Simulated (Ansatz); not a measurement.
# TaS2: equation of state with SVWN5

Crystal: TaS2.

```
Ta S
1.0
     3.35000    0.00000    0.00000
    -1.67500    2.90119    0.00000
     0.00000    0.00000    5.86000
Ta S
1 2
Direct
  0.00000 0.00000 0.00000
  0.66667 0.33333 0.75000
  0.33333 0.66667 0.25000
```

- Program: Ansatz 0.2.0
- Task: equation of state
- Functional: SVWN5
- Potentials or basis: Ansatz PAW
- Cutoff: 420 eV
- Density cutoff: 1680 eV
- k mesh: 9 × 9 × 5
- Occupations: fermi-dirac, width 0.05 eV
- Spin: no spin polarisation

* Equilibrium volume: 19.17 Å³/atom
* Bulk modulus at fixed shape and positions: 139 GPa
* Pressure derivative of the bulk modulus: 4.2

Energy against volume, from the lowest point:
```
volume (Å³/atom)  energy (meV/atom)
          17.845              43.99
          18.225              21.16
          18.605               6.77
          18.984               0.00
          19.364               0.10
          19.744               6.41
          20.123              18.31
```

All runs of the series together: 11 s on 2 threads of Arm Neoverse V1, on a shared host.

Caveat: the cell was scaled at fixed shape and fractional positions, which overstates the stiffness of a crystal with free parameters, most of all of layers and chains. Spin-orbit coupling is left out, which matters for the levels of Ta.
